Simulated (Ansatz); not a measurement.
# SiO2: how the free axis answers a strain

SiO2, P4_32_12, a = 5.028 Å, c = 7.006 Å. This isn't the usual stable structure of the compound. Ansatz: PBEsol, PAW, 420 eV, Γ-centred 6×6×4 mesh on 12 atoms, Gaussian smearing 0.02 eV; no spin polarisation. Series: biaxial strain in the a-b plane, c and atoms relaxed; x is the strain in per cent. y is the change of c in per cent of 7.006 Å.

| x (%) | y (%) |
| --- | --- |
| -3.0 | ? |
| -1.5 | -0.41 |
| 0.0 | 0.00 |
| 1.5 | 0.67 |
| 3.0 | 1.23 |

Question: Fit y = c1 x + c2 x² to the other rows, say what c1 measures, and predict the missing y.

Answer: Least squares on the rows shown. y = 0.3376 x + 0.02788 x². With no stress along c, c1 = −2C13/C33 = 0.338. The free axis grows with the strained one, which is unusual. At x = -3.0 the fit asked for gives -0.76 %. The run gave -0.87 %, so the fit is 0.11 % too high, within twice the rms miss on the fitted rows (0.06 %).